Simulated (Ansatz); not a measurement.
Here is the system:

```xyz
8
Lattice="4.4022 0.0000 0.0000 0.0000 6.2256 0.0000 0.0000 0.0000 21.6032" Properties=species:S:1:pos:R:3 pbc="T T T"
Sb     3.3016     3.1438     7.2143
Al     1.1005     1.8931     8.0881
Sb     5.5027     6.0524     9.7743
Al     3.3016     4.4746     9.5661
Sb     7.7038     9.1652    11.8289
Al     5.5027     7.5874    12.0371
Sb     9.9048    12.4822    14.3889
Al     7.7038    11.2315    13.5151
```

No spin polarisation.

The values are results of Kohn–Sham DFT with the PBE functional, run in Ansatz (a quantum-chemistry and plane-wave program) with PAW and 420 eV plane waves, scalar-relativistic without spin-orbit coupling, earlier PAW set, not measurements. Γ-centred 11×8×1 mesh, Fermi–Dirac width 0.05 eV. The cell is a slab with vacuum along z.

**Question.** Estimate the band gap.

**Answer.** 0.79 eV.

**Question.** What valence-band top at Γ (three highest levels, from the VBM) does the calculation give?

**Answer.** 0.00, -0.44, -0.52 eV.

**Question.** Estimate the layer's space group (with vacuum).

**Answer.** Pmn2_1 (No. 31).

Spin-orbit coupling, missing from the scalar runs, can matter with Sb. Whether these cells are dynamically stable was not tested. The cell was made from AlSb in the zinc blende structure (space group F-43m, No. 216) by this change: a free-standing slab of 4 layers (8 atoms, 2 a layer) is cut normal to [110], with 15 Å of vacuum and the in-plane cell held at bulk.
